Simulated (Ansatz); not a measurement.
## Zr: the change of pressure with volume per atom

Equation of state of a cubic crystal from periodic Kohn-Sham density functional theory without spin; pressure corrected for the finite basis. The results are calculated, by Ansatz 0.2.0 development build.

Cell of the first row (space group Im-3m, No. 229):
```
CELL_PARAMETERS angstrom
-1.75120 1.75120 1.75120
1.75120 -1.75120 1.75120
1.75120 1.75120 -1.75120
ATOMIC_POSITIONS crystal
Zr 0.00000 0.00000 0.00000
```

Settings of every row: formula Zr; structure type bcc; functional PBE; spin treatment none; k mesh 43x43x43; occupation method fermi-dirac; occupation width 0.061225619 eV; wave cutoff 420 eV; datasets soft-1 PAW; density cutoff ratio 4.

Limits: a cubic model structure, not a phase known at ambient conditions.

```csv
row,volume per atom (Å³),pressure (GPa),energy above lowest point (meV/atom)
1,21.482,5.904,24.03
2,21.939,3.755,10.3
3,22.396,1.778,2.44
4,22.853,?,?
5,23.31,-1.719,2.54
6,23.767,-3.263,9.68
7,24.225,-4.685,21.04
```

Question: what pressure should row 4 give?

Worked fit of pressure. Take u = (V_r/V)^(2/3) − 1 with V_r = 22.853 Å³ an atom, which is twice the finite (Eulerian) strain; such expansions in the strain, on which the Birch-Murnaghan equation of state is built, carry the rest volume and the bulk modulus. The shown rows have u = 0.04211, 0.02758, 0.01356, -0.01311, -0.0258, -0.03812. Least squares give pressure = −0.0433 + 131.022 × u + 242.55 × u² GPa; a straight line predicts inner rows, each left out in turn, worse (root mean square 0.14 against 0.00064 GPa). The rows lie off it by 0.000, 0.000, 0.000, 0.000, -0.001, 0.000. The pressure vanishes at u = 0.0003, or V = 22.84 Å³ an atom, and there the bulk modulus at fixed shape and fractions is B = −V dP/dV = (2/3)(1 + u) dP/du = 87.5 GPa. The withheld row has u = 0, so the fit gives −0.0433 + 131.022 × (0) + 242.55 × (0)² = -0.043 GPa.

The calculation gave -0.042 GPa. The fit lies 0.001 GPa (2.4 % of the value, 0.0094 % of the column's range) below it, one unit of the last digit.

The other values of row 4: energy above lowest point 0 meV/atom.
